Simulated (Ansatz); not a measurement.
BN: course of a relaxation

These are results of DFT r2SCAN, scalar-relativistic, plane waves, PAW in Ansatz 0.2.0, not measurements. Settings: 500 eV cutoff, 12×12×4 k-mesh, Gaussian smearing of 0.02 eV, no spin polarisation.

What was changed: relaxed at 12 GPa.

Command:

```bash
ansatz run input.yaml --threads 1 --pin off --max-ram 2560MiB --backend cpu --events-out ev --progress --plain --runs-dir out
```

Input:

```yaml
crystal:
  lattice:
    - [2.4272044991, 0.0, 0.0]
    - [-1.2136022495, 2.1020207564, 0.0]
    - [0.0, 0.0, 6.0523313455]
  atoms:
    - { symbol: B, position: [0.3333333333, 0.6666666667, 0.25] }
    - { symbol: B, position: [0.6666666667, 0.3333333333, 0.75] }
    - { symbol: "N", position: [0.3333333333, 0.6666666667, 0.75] }
    - { symbol: "N", position: [0.6666666667, 0.3333333333, 0.25] }
basis:
  ecutwfc: 500
kpoints:
  mp_grid: { grid: [12, 12, 4] }
hamiltonian:
  xc: r2scan
scf:
  occupations: { method: gaussian, width: 0.02 }
output:
  forces: true
  stress: true
  eigenvalues: true
relax:
  adjacent_minimum: "off"
  f_tol: 0.008
  max_steps: 50
  cell: { stress_tol: 0.08, p_target: 12.0 }
```

F is the free energy. Steps run on the plane waves of an earlier cell, but the last one, and at times one on the way, on a freshly chosen basis, so a repeated geometry can differ a little in energy. The relaxation lowers the enthalpy F + PV at the target pressure, so F itself can rise.

Steps:

| step | F − F(1) (eV) | largest force component (eV/Å) | V (Å³/atom) | P (GPa) |
| --- | --- | --- | --- | --- |
| 1 | 0.0000 | 0.000 | 7.720 | 29.78 |
| 2 | -0.0793 | 0.000 | 7.539 | 19.39 |
| 3 | -0.1216 | 0.000 | 7.620 | 11.95 |
| 4 | -0.1105 | 0.000 | 7.582 | 12.14 |
| 5 | -0.1150 | 0.000 | 7.597 | 12.00 |
| 6 | -0.1149 | 0.000 | 7.597 | 12.00 |

Relaxed structure:

```xyz
4
Lattice="2.4796 0.0000 0.0000 -1.2398 2.1474 0.0000 0.0000 0.0000 5.7074" Properties=species:S:1:pos:R:3 pbc="T T T"
B     0.0000    1.4316    1.4268
B     1.2398    0.7158    4.2805
N     0.0000    1.4316    4.2805
N     1.2398    0.7158    1.4268
```

Symmetry: P6_3/mmc, No. 194, hexagonal system. Conventional cell: a = 2.480 Å, b = 2.480 Å, c = 5.707 Å, α = 90.00°, β = 90.00°, γ = 120.00°. B (site symmetry -6m2) has 3 N at 1.43 Å as nearest neighbours. N (site symmetry -6m2) is surrounded by 3 B at 1.43 Å.

The run converged. It took 19 s on 1 thread of Intel(R) Xeon(R) Platinum 8259CL CPU @ 2.50GHz (Skylake/Cascade Lake) (shared host), peak memory 0.46 GiB.